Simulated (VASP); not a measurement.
LiF (Griceite):

```xyz
2
Lattice="0.0000 2.0140 2.0140 2.0140 0.0000 2.0140 2.0140 2.0140 0.0000" Properties=species:S:1:pos:R:3 pbc="T T T"
F     2.0140    2.0140    2.0140
Li    0.0000    0.0000    0.0000
```

* Program: VASP 6.6.1
* Task: single point
* Functional: PBE
* Potentials or basis: VASP PAW PBE potentials, release 64 (F, Li_sv)
* Cutoff: 520 eV
* k mesh: 11 × 11 × 11
* Occupations: fermi-dirac, width 0.05 eV
* Spin: no spin polarisation

On this cell: largest force zero by symmetry; band gap on the k mesh 9.09 eV, direct.

The same run follows on a disturbed copy (atoms moved at random, drawn with an rms of 0.05 Å):

```xyz
2
Lattice="0.0000 2.0140 2.0140 2.0140 0.0000 2.0140 2.0140 2.0140 0.0000" Properties=species:S:1:pos:R:3 pbc="T T T"
F     2.0142    2.0843    2.0030
Li    0.0200    0.0418    0.0192
```

Task: What changes?

Result: The energy moves by +0.9 meV/atom; largest force 0.077 eV/Å; band gap on the k mesh 9.08 eV, direct.

Forces on the atoms (eV/Å):
```
F    0.033 -0.048  0.051
Li  -0.033  0.048 -0.051
```

Caveats: an odd mesh through Γ misses points on the zone boundary, where band edges often lie.
